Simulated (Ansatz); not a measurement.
# Copper, hcp under revPBE: structure, energy and stiffness

Aim: take copper in the hcp structure, relax it, solve it on a dense k-mesh, then scale the cell to 7 volumes from 88 to 112 % of the relaxed one and try a fit of the equation of state. Spin polarisation is left out. The k-meshes are 14×14×8 for the relaxation; 23×23×12 for the dense run; 16×16×9 for the volumes.

This is Cu in the hcp structure; at room conditions it is fcc.

Computed with Ansatz 0.2.0 (DFT revPBE, plane waves (420 eV) with PAW, scalar-relativistic; the PAW data stem from PBE, with regenerated cores, unless a step says otherwise).

## Step 1: The system as given

Symmetry: P6_3/mmc, No. 194, hexagonal system. The conventional cell has a = 2.556 Å, b = 2.556 Å, c = 4.174 Å, α = 90.00°, β = 90.00°, γ = 120.00°. Around Cu (site symmetry -6m2) lie 12 Cu at 2.56 Å.

Coordinates:

```xyz
2
Lattice="2.5562 0.0000 0.0000 -1.2781 2.2137 0.0000 0.0000 0.0000 4.1742" Properties=species:S:1:pos:R:3 pbc="T T T"
Cu    0.0000    1.4758    1.0436
Cu    1.2781    0.7379    3.1307
```

## Step 2: Relaxing cell and atoms

Contents of input.yaml:

```yaml
crystal:
  lattice:
    - [2.5561591618, 0.0, 0.0]
    - [-1.2780795809, 2.2136987702, 0.0]
    - [0.0, 0.0, 4.1742079112]
  atoms:
    - { symbol: Cu, position: [0.3333333333, 0.6666666667, 0.25] }
    - { symbol: Cu, position: [0.6666666667, 0.3333333333, 0.75] }
hamiltonian:
  xc: revpbe
  pseudopotentials:
    kind: paw
    azcp:
      Cu: "pseudopotentials/Cu.paw.azcp"
basis:
  ecutwfc: 420
  fft_grid_basis: typed
kpoints:
  mp_grid: { grid: [14, 14, 8], shift: [0, 0, 0] }
magnetization:
  spin_polarized: false
scf:
  occupations: { method: fermi_dirac, width: 0.1 }
relax:
  max_steps: 60
  f_tol: 0.01
  cell: {}
```

Output:

```text
Warning: RAYON_NUM_THREADS=2 ignored (pool sized by the plan → 2); use --threads N
Engine: ansatz 0.2.0, x86_64-unknown-linux-gnu
Pseudopotentials: kind: paw
Pseudopotential: Cu, paw, valence charge 19, recommended cutoff 420 eV (normal), <dir>
Functional definition: revPBE
  parameter kappa = 1.245
  parameter beta = 0.06672455060314922
  exchange = pbe_x(kappa = kappa, mu = beta*pi^2/3)
  correlation = pbe_c(beta = beta)
Crystal: 2 atoms, lattice volume = 23.620 Å³
Basis set: ecut = 420 eV, 463 PW (Γ), exchange–correlation on 36×36×60 points (8 copies of the dense FFT grid, shifted against one another)
Bands: 23, of which v1, the nominal top of the filled ones, is band 19 counted from 1 (18 counted from 0)
Symmetry: 24 space group operations
Space group: P63/mmc (ITA 194), of the structure as read, at distance tolerance 2.9e-5 Å
k-points: 120 of 1568
Non-local potential: Cu, projectors of the file, l = 0: 3, l = 1: 2, l = 2: 3, l = 3: 1
PAW form: soft (Blöchl's): semilocal exchange-correlation on the pseudo side does not see the compensation charge
PAW frozen core: Cu, regenerated for the run's functional, and the local potential with it (the file was generated under x = pbe(κ = 0.804, μ = 0.2195149727645171), c = pbe(β = 0.06672455060314922))
PAW one-centre angular grid: Cu, 590 points (default); XC on 64 Gauss nodes
Initial density: superposition of atomic densities (neutral atoms: chi_scale 0, normalization atom), corrected by the library's trained network
Initial wavefunctions: pseudopotential atomic-orbital guess
Functional: x = revpbe(κ = 1.245, μ = 0.2195149727645171), c = pbe(β = 0.06672455060314922)
SCF iter   1: F=—  HF=-13257.723183 eV  |F-HF|=—  |Δ(HF+E_count)|=         —  Δρ=6.59e-3  dr2=5.06e-3  ethr=1.77e-3  ⟨swp⟩=4.8  Hψ=10102  notcnv=0
preconditioner: auto → none  [metal: Δε(μ)=0.046 eV  Ē_g=10.918 eV  σ=0.100 eV  W_gap=0.11  n_scr=8 (ndim 8)  ℏωp=35.8 eV  f_vac=0.000  D(μ)=0.82/eV (n_scr^D=2)  sad-step TF]
SCF iter   2: F=—  HF=-13257.722479 eV  |F-HF|=—  |Δ(HF+E_count)|=   7.04e-4  Δρ=1.72e-3  dr2=3.46e-4  ethr=1.33e-5  ⟨swp⟩=2.4  Hψ=5022  notcnv=0
SCF iter   3: F=—  HF=-13257.722503 eV  |F-HF|=—  |Δ(HF+E_count)|=   2.32e-5  Δρ=5.24e-4  dr2=2.76e-5  ethr=9.10e-7  ⟨swp⟩=1.3  Hψ=2837  notcnv=0
SCF iter   4: F=—  HF=-13257.722499 eV  |F-HF|=—  |Δ(HF+E_count)|=   3.10e-6  Δρ=3.81e-5  dr2=8.56e-8  ethr=7.27e-8  ⟨swp⟩=2.5  Hψ=3934  notcnv=0
iter 5 did not close the SCF: its close was put off for the readings that it lacked (scf_convergence_deferred on its scf_iter line)
SCF iter   5: F=-13257.722500 eV  HF=-13257.722500 eV  |F-HF|=7.24e-10  |Δ(HF+E_count)|=   2.54e-7  Δρ=3.92e-6  dr2=2.12e-9  ethr=2.25e-10  ⟨swp⟩=2.0  Hψ=4434  notcnv=0
SCF iter   6: F=-13257.722500 eV  HF=-13257.722500 eV  |F-HF|=3.64e-12  |Δ(HF+E_count)|=   1.12e-9  Δρ=4.68e-7  dr2=3.13e-11  ethr=5.59e-12  ⟨swp⟩=1.9  Hψ=8197  notcnv=0
SCF 1 converged in 6 iterations: F = -13257.722500 eV  dr2 = 3.13e-11
relax step   1: F+E_penalty+E_count = -13257.72249974 eV  Δ(F+E_penalty+E_count) = +0.000e0 eV  max|allowed force component| = 4.626e-18 eV/Å  Δτ_max = 0.0000 Å  P = +5.618 GPa  Ω = 23.620 Å³  (6 SCF iters, dr2 threshold 1.00e-7 eV, accepted)
Crystal: 2 atoms, lattice volume = 24.086 Å³
Basis set: ecut = 420 eV, 465 PW (Γ), exchange–correlation on 36×36×60 points (8 copies of the dense FFT grid, shifted against one another)
Initial density: handed on by an earlier stage of this run
Initial wavefunctions: those handed on with the density
iter 1 solved again at ethr=2.28e-5 eV; its pass at ethr=3.10e-3 eV (dr2=8.65e-3 eV) is discarded
SCF iter   1: F=—  HF=-13257.736048 eV  |F-HF|=—  |Δ(HF+E_count)|=         —  Δρ=7.52e-3  dr2=8.74e-3  ethr=2.28e-5  ⟨swp⟩=1.0  Hψ=13412  notcnv=0
preconditioner: auto → none  [metal: Δε(μ)=0.065 eV  Ē_g=10.765 eV  σ=0.100 eV  W_gap=0.16  n_scr=8 (ndim 8)  ℏωp=35.5 eV  f_vac=0.000  D(μ)=0.82/eV (n_scr^D=2)]
SCF iter   2: F=—  HF=-13257.734291 eV  |F-HF|=—  |Δ(HF+E_count)|=   1.76e-3  Δρ=5.71e-4  dr2=3.79e-5  ethr=2.28e-5  ⟨swp⟩=2.2  Hψ=3794  notcnv=0
SCF iter   3: F=—  HF=-13257.734231 eV  |F-HF|=—  |Δ(HF+E_count)|=   6.00e-5  Δρ=4.23e-4  dr2=3.67e-5  ethr=9.97e-8  ⟨swp⟩=2.0  Hψ=5056  notcnv=0
SCF iter   4: F=—  HF=-13257.734215 eV  |F-HF|=—  |Δ(HF+E_count)|=   1.56e-5  Δρ=4.23e-5  dr2=1.30e-7  ethr=9.66e-8  ⟨swp⟩=2.5  Hψ=3885  notcnv=0
iter 5 did not close the SCF: its close was put off for the readings that it lacked (scf_convergence_deferred on its scf_iter line)
SCF iter   5: F=-13257.734215 eV  HF=-13257.734215 eV  |F-HF|=3.58e-9  |Δ(HF+E_count)|=   3.77e-7  Δρ=6.69e-6  dr2=3.69e-9  ethr=3.41e-10  ⟨swp⟩=2.0  Hψ=5056  notcnv=0
SCF iter   6: F=-13257.734215 eV  HF=-13257.734215 eV  |F-HF|=0.00e0  |Δ(HF+E_count)|=  2.60e-10  Δρ=3.50e-7  dr2=1.68e-11  ethr=9.72e-12  ⟨swp⟩=2.0  Hψ=8248  notcnv=0
SCF 2 converged in 6 iterations: F = -13257.734215 eV  dr2 = 1.68e-11
relax step   2: F+E_penalty+E_count = -13257.73421525 eV  Δ(F+E_penalty+E_count) = -1.172e-2 eV  max|allowed force component| = 1.388e-17 eV/Å  Δτ_max = 0.0000 Å  P = +2.767 GPa  Ω = 24.086 Å³  energy of the carried Pulay correction = -4.380e-4 eV  (6 SCF iters, dr2 threshold 2.00e-7 eV, accepted)
Crystal: 2 atoms, lattice volume = 24.557 Å³
Basis set: ecut = 420 eV, 489 PW (Γ), exchange–correlation on 36×36×60 points (8 copies of the dense FFT grid, shifted against one another)
iter 1 solved again at ethr=2.27e-5 eV; its pass at ethr=3.10e-3 eV (dr2=8.61e-3 eV) is discarded
SCF iter   1: F=—  HF=-13257.739909 eV  |F-HF|=—  |Δ(HF+E_count)|=         —  Δρ=7.43e-3  dr2=8.72e-3  ethr=2.27e-5  ⟨swp⟩=1.0  Hψ=13516  notcnv=0
preconditioner: auto → none  [metal: Δε(μ)=0.065 eV  Ē_g=10.605 eV  σ=0.100 eV  W_gap=0.16  n_scr=8 (ndim 8)  ℏωp=35.1 eV  f_vac=0.000  D(μ)=0.81/eV (n_scr^D=2)]
SCF iter   2: F=—  HF=-13257.738170 eV  |F-HF|=—  |Δ(HF+E_count)|=   1.74e-3  Δρ=5.54e-4  dr2=3.90e-5  ethr=2.27e-5  ⟨swp⟩=2.2  Hψ=3800  notcnv=0
SCF iter   3: F=—  HF=-13257.738108 eV  |F-HF|=—  |Δ(HF+E_count)|=   6.21e-5  Δρ=4.13e-4  dr2=3.59e-5  ethr=1.03e-7  ⟨swp⟩=2.0  Hψ=5049  notcnv=0
SCF iter   4: F=—  HF=-13257.738093 eV  |F-HF|=—  |Δ(HF+E_count)|=   1.43e-5  Δρ=3.99e-5  dr2=1.34e-7  ethr=9.46e-8  ⟨swp⟩=2.5  Hψ=3882  notcnv=0
iter 5 did not close the SCF: its close was put off for the readings that it lacked (scf_convergence_deferred on its scf_iter line)
SCF iter   5: F=-13257.738094 eV  HF=-13257.738094 eV  |F-HF|=1.11e-8  |Δ(HF+E_count)|=   3.36e-7  Δρ=1.03e-5  dr2=1.01e-8  ethr=3.53e-10  ⟨swp⟩=2.0  Hψ=5056  notcnv=0
SCF iter   6: F=-13257.738094 eV  HF=-13257.738094 eV  |F-HF|=3.64e-12  |Δ(HF+E_count)|=   1.54e-9  Δρ=3.40e-7  dr2=1.69e-11  ethr=2.67e-11  ⟨swp⟩=2.0  Hψ=8328  notcnv=0
SCF 3 converged in 6 iterations: F = -13257.738094 eV  dr2 = 1.69e-11
relax step   3: F+E_penalty+E_count = -13257.73809371 eV  Δ(F+E_penalty+E_count) = -3.878e-3 eV  max|allowed force component| = 4.626e-18 eV/Å  Δτ_max = 0.0000 Å  P = +0.204 GPa  Ω = 24.557 Å³  energy of the carried Pulay correction = -8.714e-4 eV  (6 SCF iters, dr2 threshold 2.00e-7 eV, accepted)
Crystal: 2 atoms, lattice volume = 24.595 Å³
iter 1 solved again at ethr=1.43e-7 eV; its pass at ethr=3.10e-3 eV (dr2=5.44e-5 eV) is discarded
SCF iter   1: F=—  HF=-13257.738102 eV  |F-HF|=—  |Δ(HF+E_count)|=         —  Δρ=5.95e-4  dr2=5.60e-5  ethr=1.43e-7  ⟨swp⟩=2.1  Hψ=12524  notcnv=0
preconditioner: auto → none  [metal: Δε(μ)=0.071 eV  Ē_g=10.558 eV  σ=0.100 eV  W_gap=0.17  n_scr=8 (ndim 8)  ℏωp=35.1 eV  f_vac=0.000  D(μ)=0.83/eV (n_scr^D=2)]
SCF iter   2: F=—  HF=-13257.738086 eV  |F-HF|=—  |Δ(HF+E_count)|=   1.64e-5  Δρ=4.38e-5  dr2=3.02e-7  ethr=1.43e-7  ⟨swp⟩=2.2  Hψ=3753  notcnv=0
SCF iter   3: F=—  HF=-13257.738086 eV  |F-HF|=—  |Δ(HF+E_count)|=   3.05e-7  Δρ=2.98e-5  dr2=1.89e-7  ethr=7.94e-10  ⟨swp⟩=2.1  Hψ=4294  notcnv=0
iter 4 did not close the SCF: its close was put off for the readings that it lacked (scf_convergence_deferred on its scf_iter line)
SCF iter   4: F=-13257.738086 eV  HF=-13257.738086 eV  |F-HF|=6.24e-10  |Δ(HF+E_count)|=   5.15e-8  Δρ=3.08e-6  dr2=1.28e-9  ethr=4.96e-10  ⟨swp⟩=2.0  Hψ=3855  notcnv=0
iter 5 did not close the SCF: its close was put off for the readings that it lacked (scf_convergence_deferred on its scf_iter line)
SCF iter   5: F=-13257.738086 eV  HF=-13257.738086 eV  |F-HF|=4.07e-10  |Δ(HF+E_count)|=   1.57e-9  Δρ=1.79e-6  dr2=3.40e-10  ethr=3.38e-12  ⟨swp⟩=2.1  Hψ=4983  notcnv=0
SCF iter   6: F=-13257.738086 eV  HF=-13257.738086 eV  |F-HF|=3.64e-12  |Δ(HF+E_count)|=  7.64e-11  Δρ=1.42e-7  dr2=1.89e-12  ethr=1.00e-12  ⟨swp⟩=1.1  Hψ=7245  notcnv=0
SCF 4 converged in 6 iterations: F = -13257.738086 eV  dr2 = 1.89e-12
relax step   4: F+E_penalty+E_count = -13257.73808564 eV  Δ(F+E_penalty+E_count) = +8.072e-6 eV  max|allowed force component| = 9.252e-18 eV/Å  Δτ_max = 0.0000 Å  P = +0.007 GPa  Ω = 24.595 Å³  energy of the carried Pulay correction = -9.064e-4 eV  (6 SCF iters, dr2 threshold 1.60e-7 eV, accepted)
Initial wavefunctions: pseudopotential atomic-orbital guess (no wavefunctions were taken with the density)
iter 1 solved again at ethr=9.12e-9 eV; its pass at ethr=3.10e-3 eV (dr2=3.47e-6 eV) is discarded
SCF iter   1: F=—  HF=-13257.738353 eV  |F-HF|=—  |Δ(HF+E_count)|=         —  Δρ=7.85e-4  dr2=3.45e-6  ethr=9.12e-9  ⟨swp⟩=3.1  Hψ=18537  notcnv=0
preconditioner: auto → none  [metal: Δε(μ)=0.070 eV  Ē_g=10.554 eV  σ=0.100 eV  W_gap=0.17  n_scr=8 (ndim 8)  ℏωp=35.1 eV  f_vac=0.000  D(μ)=0.83/eV (n_scr^D=2)]
SCF iter   2: F=—  HF=-13257.738702 eV  |F-HF|=—  |Δ(HF+E_count)|=   3.50e-4  Δρ=3.94e-4  dr2=1.17e-6  ethr=9.09e-9  ⟨swp⟩=2.3  Hψ=4136  notcnv=0
SCF iter   3: F=—  HF=-13257.738824 eV  |F-HF|=—  |Δ(HF+E_count)|=   1.22e-4  Δρ=5.45e-5  dr2=1.61e-7  ethr=3.07e-9  ⟨swp⟩=2.0  Hψ=3183  notcnv=0
SCF iter   4: F=—  HF=-13257.738825 eV  |F-HF|=—  |Δ(HF+E_count)|=   1.33e-6  Δρ=8.94e-6  dr2=8.00e-10  ethr=4.23e-10  ⟨swp⟩=2.0  Hψ=3984  notcnv=0
SCF iter   5: F=—  HF=-13257.738825 eV  |F-HF|=—  |Δ(HF+E_count)|=   6.08e-8  Δρ=5.86e-7  dr2=5.23e-11  ethr=2.11e-12  ⟨swp⟩=2.2  Hψ=4905  notcnv=0
SCF iter   6: F=-13257.738825 eV  HF=-13257.738825 eV  |F-HF|=5.46e-12  |Δ(HF+E_count)|=  4.55e-11  Δρ=7.64e-8  dr2=1.35e-13  ethr=1.00e-12  ⟨swp⟩=5.1  Hψ=11638  notcnv=0
SCF 5 converged in 6 iterations: F = -13257.738825 eV  dr2 = 1.35e-13
relax step   5: F+E_penalty+E_count = -13257.73882537 eV  Δ(F+E_penalty+E_count) = -7.397e-4 eV  max|allowed force component| = 4.626e-18 eV/Å  Δτ_max = 0.0000 Å  P = -0.049 GPa  Ω = 24.595 Å³  stress off target by 5.70e-2 GPa  SCF on the basis re-selected at this cell (its energy is not comparable with the rows above)  (6 SCF iters)
basis re-selected at this cell: Δ(F+E_penalty+E_count) = -7.397e-4 eV, ΔP = -0.056 GPa vs the last step (what re-selecting the basis moved, of the pressure what is left beyond the Pulay correction that the steps carried, after the strain that the cell walked since its last selection, with what the two solves' SCF thresholds leave and, on support functions, any second-order correction that the steps lacked; it is no measure of the basis error at this ecutwfc). This SCF's stress stands 5.70e-2 GPa from its target on what of the cell is left free (relax.cell.stress_tol is 5.00e-2 GPa) and its largest allowed force component is 4.63e-18 eV/Å (relax.f_tol is 1.00e-2 eV/Å): not within both, so this SCF does not close the relaxation
Crystal: 2 atoms, lattice volume = 24.586 Å³
iter 1 solved again at ethr=7.75e-9 eV; its pass at ethr=3.10e-3 eV (dr2=2.94e-6 eV) is discarded
SCF iter   1: F=—  HF=-13257.738841 eV  |F-HF|=—  |Δ(HF+E_count)|=         —  Δρ=1.42e-4  dr2=3.18e-6  ethr=7.75e-9  ⟨swp⟩=2.5  Hψ=12567  notcnv=0
preconditioner: auto → none  [metal: Δε(μ)=0.069 eV  Ē_g=10.557 eV  σ=0.100 eV  W_gap=0.17  n_scr=8 (ndim 8)  ℏωp=35.1 eV  f_vac=0.000  D(μ)=0.83/eV (n_scr^D=2)]
SCF iter   2: F=—  HF=-13257.738835 eV  |F-HF|=—  |Δ(HF+E_count)|=   5.84e-6  Δρ=1.06e-5  dr2=1.49e-8  ethr=7.75e-9  ⟨swp⟩=2.1  Hψ=3723  notcnv=0
SCF iter   3: F=—  HF=-13257.738835 eV  |F-HF|=—  |Δ(HF+E_count)|=   2.40e-8  Δρ=8.49e-6  dr2=1.47e-8  ethr=3.92e-11  ⟨swp⟩=2.0  Hψ=5057  notcnv=0
iter 4 did not close the SCF: its close was put off for the readings that it lacked (scf_convergence_deferred on its scf_iter line)
SCF iter   4: F=-13257.738835 eV  HF=-13257.738835 eV  |F-HF|=9.82e-11  |Δ(HF+E_count)|=   3.35e-9  Δρ=8.25e-7  dr2=4.06e-11  ethr=3.88e-11  ⟨swp⟩=2.5  Hψ=3845  notcnv=0
iter 5 did not close the SCF: its close was put off for the readings that it lacked (scf_convergence_deferred on its scf_iter line)
SCF iter   5: F=-13257.738835 eV  HF=-13257.738835 eV  |F-HF|=3.64e-12  |Δ(HF+E_count)|=  1.20e-10  Δρ=1.09e-7  dr2=1.83e-12  ethr=1.00e-12  ⟨swp⟩=1.2  Hψ=2792  notcnv=0
SCF iter   6: F=-13257.738835 eV  HF=-13257.738835 eV  |F-HF|=1.82e-12  |Δ(HF+E_count)|=  3.64e-12  Δρ=1.02e-8  dr2=5.41e-15  ethr=1.00e-12  ⟨swp⟩=1.2  Hψ=6216  notcnv=0
SCF 6 converged in 6 iterations: F = -13257.738835 eV  dr2 = 5.41e-15
relax step   6: F+E_penalty+E_count = -13257.73883477 eV  Δ(F+E_penalty+E_count) = -9.397e-6 eV  max|allowed force component| = 1.388e-17 eV/Å  Δτ_max = 0.0000 Å  P = -0.002 GPa  Ω = 24.586 Å³  energy of the carried Pulay correction = +7.811e-6 eV  (6 SCF iters, dr2 threshold 8.11e-9 eV, accepted)
iter 1 solved again at ethr=3.43e-10 eV; its pass at ethr=3.10e-3 eV (dr2=1.30e-7 eV) is discarded
SCF iter   1: F=—  HF=-13257.738830 eV  |F-HF|=—  |Δ(HF+E_count)|=         —  Δρ=1.45e-6  dr2=6.15e-11  ethr=3.43e-10  ⟨swp⟩=4.2  Hψ=20514  notcnv=0
preconditioner: auto → none  [metal: Δε(μ)=0.069 eV  Ē_g=10.558 eV  σ=0.100 eV  W_gap=0.17  n_scr=8 (ndim 8)  ℏωp=35.1 eV  f_vac=0.000  D(μ)=0.83/eV (n_scr^D=2)]
SCF iter   2: F=—  HF=-13257.738824 eV  |F-HF|=—  |Δ(HF+E_count)|=   5.21e-6  Δρ=1.29e-6  dr2=2.12e-10  ethr=1.00e-12  ⟨swp⟩=2.0  Hψ=5083  notcnv=0
SCF iter   3: F=—  HF=-13257.738824 eV  |F-HF|=—  |Δ(HF+E_count)|=  2.73e-11  Δρ=2.63e-7  dr2=4.78e-12  ethr=1.00e-12  ⟨swp⟩=1.1  Hψ=2773  notcnv=0
iter 4 did not close the SCF: its close was put off for the readings that it lacked (scf_convergence_deferred on its scf_iter line)
SCF iter   4: F=-13257.738824 eV  HF=-13257.738824 eV  |F-HF|=1.82e-12  |Δ(HF+E_count)|=  7.28e-12  Δρ=8.30e-8  dr2=8.49e-13  ethr=1.00e-12  ⟨swp⟩=1.0  Hψ=2760  notcnv=0
iter 5 did not close the SCF: its close was put off for the readings that it lacked (scf_convergence_deferred on its scf_iter line)
SCF iter   5: F=-13257.738824 eV  HF=-13257.738824 eV  |F-HF|=0.00e0  |Δ(HF+E_count)|=  3.64e-12  Δρ=2.35e-8  dr2=5.15e-14  ethr=1.00e-12  ⟨swp⟩=1.0  Hψ=2760  notcnv=0
iter 6 did not close the SCF: its close was put off for the readings that it lacked (scf_convergence_deferred on its scf_iter line)
SCF iter   6: F=-13257.738824 eV  HF=-13257.738824 eV  |F-HF|=1.82e-12  |Δ(HF+E_count)|=  3.64e-12  Δρ=1.04e-9  dr2=9.55e-17  ethr=1.00e-12  ⟨swp⟩=1.0  Hψ=2760  notcnv=0
iter 7 did not close the SCF: its close was put off for the readings that it lacked (scf_convergence_deferred on its scf_iter line)
SCF iter   7: F=-13257.738824 eV  HF=-13257.738824 eV  |F-HF|=3.64e-12  |Δ(HF+E_count)|=  1.82e-12  Δρ=4.42e-10  dr2=1.91e-17  ethr=1.00e-12  ⟨swp⟩=1.0  Hψ=2760  notcnv=0
SCF iter   8: F=-13257.738824 eV  HF=-13257.738824 eV  |F-HF|=3.64e-12  |Δ(HF+E_count)|=  1.82e-12  Δρ=1.35e-10  dr2=1.83e-18  ethr=1.00e-12  ⟨swp⟩=1.4  Hψ=6380  notcnv=0
SCF 7 converged in 8 iterations: F = -13257.738824 eV  dr2 = 1.83e-18
relax step   7: F+E_penalty+E_count = -13257.73882441 eV  Δ(F+E_penalty+E_count) = +1.036e-5 eV  max|allowed force component| = 1.850e-17 eV/Å  Δτ_max = 0.0000 Å  P = -0.002 GPa  Ω = 24.586 Å³  stress off target by 8.82e-3 GPa  SCF on the basis re-selected at this cell (its energy is not comparable with the rows above)  (8 SCF iters)
basis re-selected at this cell: Δ(F+E_penalty+E_count) = +1.036e-5 eV, ΔP = +0.001 GPa vs the last step (what re-selecting the basis moved, of the pressure what is left beyond the Pulay correction that the steps carried, after the strain that the cell walked since its last selection, with what the two solves' SCF thresholds leave and, on support functions, any second-order correction that the steps lacked; it is no measure of the basis error at this ecutwfc). This SCF's stress stands 8.82e-3 GPa from its target on what of the cell is left free (relax.cell.stress_tol is 5.00e-2 GPa) and its largest allowed force component is 1.85e-17 eV/Å (relax.f_tol is 1.00e-2 eV/Å): within both
SCF converged after 8 iterations
Free energy (F): -13257.738824 eV
Harris-Foulkes:  -13257.738824 eV  (|F-HF|=3.64e-12)
Internal energy: -13257.712001 eV  (E = F + TS)
E sigma→0 (E₀):  -13257.725413 eV
Entropy (-TS):   -0.026823 eV (-13.412 meV/atom)
Fermi energy:    15.978670 eV
--- Per-component energies (eV) ---
  E_band       = -743.346944
  E_kinetic    = 598.626906
  E_local      = -8249.608919  (includes V_loc(G=0)·N_el)
  E_nonlocal   = 780.280354
  E_hartree    = 3631.292362
  E_xc         = -178.518090
  E_vxc        = -230.080528  (∫ρ·V_xc dr)
  E_paw        = -3334.504249  (= ΣΔE_a)
  E_vpaw       = -905.150019  (= ΣTr[D̂ρ^β])
  E_aug_tail   = 0.000538  (compensation charges beyond the density's cutoff)
  E_ewald      = -6505.220997
  E_core_change = -0.059906  (= ΣΔE_core)
  E_smearing   = -0.026823  (= −TS)
  E_closure    = -0.000000  (closes the sum)
  Σ components = -13257.738824   (vs F -13257.738824, Δ=0.00e0)
--- Forces (eV/Å), atoms counted from 1 ---
  atom   1  Cu    -0.00000000     0.00000000     0.00000000
  atom   2  Cu     0.00000000    -0.00000000     0.00000000
  max |Σ_I F_I| component: 0.00e0 eV/Å
--- Stress (GPa, compression-positive) ---
       -0.006675      -0.000000      -0.000000
       -0.000000      -0.006675      -0.000000
       -0.000000      -0.000000       0.008817
  P = ⅓ Tr σ = -0.0015 GPa (-0.015 kbar)
--- Relaxed structure (5 steps of the walk, 5 accepted, 2 SCFs on fresh bases) ---
  F+E_penalty+E_count = -13257.73882441 eV   max|allowed force component| = 1.850e-17 eV/Å   (the final SCF, on the basis selected at the relaxed cell)
  cell:  # Å, volume = 24.5860 Å³
    - [2.588330363239657, 2.6594994917501573e-33, -5.147418371129336e-34]
    - [-1.2941651816198285, 2.241559847952147, 1.1374453060236264e-18]
    - [-8.405734200081849e-34, 2.1447964189339476e-18, 4.237583991452897]
  atoms:
    - { symbol: Cu, position: [0.33333333333333337, 0.6666666666666667, 0.25] }
    - { symbol: Cu, position: [0.6666666666666667, 0.33333333333333337, 0.75] }
```

Wall time 13 s (2 threads of an x86-64 CPU, shared host); peak memory 0.45 GiB.

Relaxation path:

```
step  energy change (meV/atom)  largest force (eV/Å)  pressure (GPa)  volume (Å³/atom)
   1                      0.00                0.0000            5.62            11.810
   2                     -5.86                0.0000            2.77            12.043
   3                     -7.80                0.0000            0.20            12.278
   4                     -7.79                0.0000            0.01            12.298
   5                     -8.16                0.0000           -0.05            12.298
   6                     -8.17                0.0000            0.00            12.293
   7                     -8.16                0.0000            0.00            12.293
```

Steps that repeat a cell are solved on a basis chosen anew, so their changes of energy are no gain of the relaxation.

The cell of the run, before and after:

|  | before | after | change |
| --- | --- | --- | --- |
| a (Å) | 2.556 | 2.588 | +1.3 % |
| b (Å) | 2.556 | 2.588 | +1.3 % |
| c (Å) | 4.174 | 4.238 | +1.5 % |
| volume (Å³/atom) | 11.810 | 12.293 | +4.1 % |
| shortest distance (Å) | 2.556 | 2.588 | +1.3 % |
| space group (spins left aside) | P6_3/mmc | P6_3/mmc | same |

[end of part 1 of 2]
